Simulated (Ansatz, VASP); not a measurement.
# Cu in VASP and in Ansatz

File INCAR:

```
SYSTEM = Cu
PREC     = Accurate       ! precision mode
ENCUT    = 520            ! plane-wave cutoff, eV
EDIFF    = 1E-7           ! SCF threshold, eV
ISMEAR   = 0              ! smearing method
SIGMA    = 0.1            ! smearing width, eV
LREAL    = .False.        ! projectors in reciprocal space
LASPH    = .True.         ! aspherical terms in the spheres
NELM     = 100            ! most SCF steps
ALGO     = Normal         ! electronic algorithm
ISIF     = 2              ! what is computed and relaxed
LWAVE    = .False.        ! write WAVECAR
LCHARG   = .False.        ! write CHGCAR
GGA      = PE             ! functional
NBANDS   = 30             ! bands
```

File KPOINTS:

```
regular mesh
0
Gamma
  6 6 4
  0 0 0
```

The input POSCAR:

```
Cu
1.0
    2.3798099036     -1.5728722933      0.0000000000
    2.3798099036      1.5728722933      0.0000000000
    0.0000000000      0.0000000000      6.4161380723
Cu
4
Direct
    0.8500000000      0.1500000000      0.1170000000
    0.6500000000      0.3500000000      0.6170000000
    0.1500000000      0.8500000000      0.8830000000
    0.3500000000      0.6500000000      0.3830000000
```

Input for Ansatz:

```yaml
crystal:
  lattice:
    - [2.3798099036, -1.5728722933, 0.0]
    - [2.3798099036, 1.5728722933, 0.0]
    - [0.0, 0.0, 6.4161380723]
  atoms:
    - { symbol: Cu, position: [0.85, 0.15, 0.117] }
    - { symbol: Cu, position: [0.65, 0.35, 0.617] }
    - { symbol: Cu, position: [0.15, 0.85, 0.883] }
    - { symbol: Cu, position: [0.35, 0.65, 0.383] }
basis:
  ecutwfc: 420
kpoints:
  mp_grid: { grid: [6, 6, 4] }
hamiltonian:
  xc: pbe
scf:
  occupations: { method: gaussian, width: 0.1 }
  lower_state_search: "off"
output:
  forces: true
  stress: true
  eigenvalues: true
```

Alike in both runs: task single point; functional PBE; k mesh 6 × 6 × 4; occupations gaussian, width 0.1 eV; no spin polarisation.

|  | VASP | Ansatz |
| --- | --- | --- |
| version | VASP 6.6.1 | Ansatz 0.2.0 |
| potentials or method | VASP PAW PBE potentials, release 64 (Cu) | scalar-relativistic, plane waves, PAW |
| plane-wave cutoff (eV) | 520 | 420 |
| valence electrons in the cell | 44 | 76 |

|  | VASP | Ansatz | Ansatz less VASP |
| --- | --- | --- | --- |
| gap on the k mesh at the Fermi level (eV) | none | none | - |
| rms of the force components (eV/Å) | 6.942 | 6.883 | -0.0590 |

Atom by atom the forces differ by 0.060 eV/Å (rms over components). A gap of «none» marks a metal or a gap that the smearing closes. The two sets of potentials don't hold the same shells in valence.

Caveats: the k mesh is coarse (spacing up to 0.40 Å⁻¹), so the values aren't converged; forces of over 1 eV/Å show positions far from the minimum, so gaps and moduli don't describe the material at rest.
